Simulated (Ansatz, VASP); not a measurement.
Si in VASP and in Ansatz

Contents of INCAR:

```
ALGO = Normal
EDIFF = 1E-7
ENCUT = 520
GGA = PS
ISIF = 2
ISMEAR = -1
LASPH = T
LCHARG = F
LREAL = F
LWAVE = F
NBANDS = 11
NELM = 100
PREC = Accurate
SIGMA = 0.08
```

Contents of KPOINTS:

```
k-points
0
Gamma
  12 12 12
```

Contents of POSCAR:

```
Si
1.0
    0.0000000000      2.4347897337      2.4347897337
    2.4347897337      0.0000000000      2.4347897337
    2.4347897337      2.4347897337      0.0000000000
Si
2
Direct
   -0.1250000000     -0.1250000000     -0.1250000000
    0.1250000000      0.1250000000      0.1250000000
```

Input for Ansatz:

```yaml
crystal:
  lattice:
    - [0.0, 2.4347897337, 2.4347897337]
    - [2.4347897337, 0.0, 2.4347897337]
    - [2.4347897337, 2.4347897337, 0.0]
  atoms:
    - { symbol: Si, position: [-0.125, -0.125, -0.125] }
    - { symbol: Si, position: [0.125, 0.125, 0.125] }
kpoints:
  mp_grid: { grid: [12, 12, 12] }
scf:
  occupations: { method: fermi_dirac, width: 0.08 }
hamiltonian:
  xc: pbesol
  pseudopotentials: { kind: all_electron, lapw: { basis_error: 0.001 } }
output:
  forces: true
  stress: true
  eigenvalues: true
  populations: true
```

Change from the starting cell: volume scaled by 0.72, LAPW.

Alike in both runs: task single point; functional PBEsol; k mesh 12 × 12 × 12; occupations fermi-dirac, width 0.08 eV; no spin polarisation.

```csv
,VASP,Ansatz
version,VASP 6.6.1,Ansatz 0.2.0
potentials or method,"VASP PAW PBE potentials, release 64 (Si)","all-electron LAPW, scalar-relativistic"
plane-wave cutoff (eV),520,see its input
```

Ansatz gave:

| Quantity | Value |
| --- | --- |
| pressure (GPa) | 59.2 |

Q: Which values does VASP return?

A: Pressure (GPa): 59.9.

Ansatz ran all-electron here, so the differences hold the error of VASP's frozen core and of both bases.

Caveats: so large a pressure means that the cell lies far from this level's equilibrium, or that cutoff or potentials fall short (VASP); the potentials were made for another functional, which shifts forces and pressure (VASP).
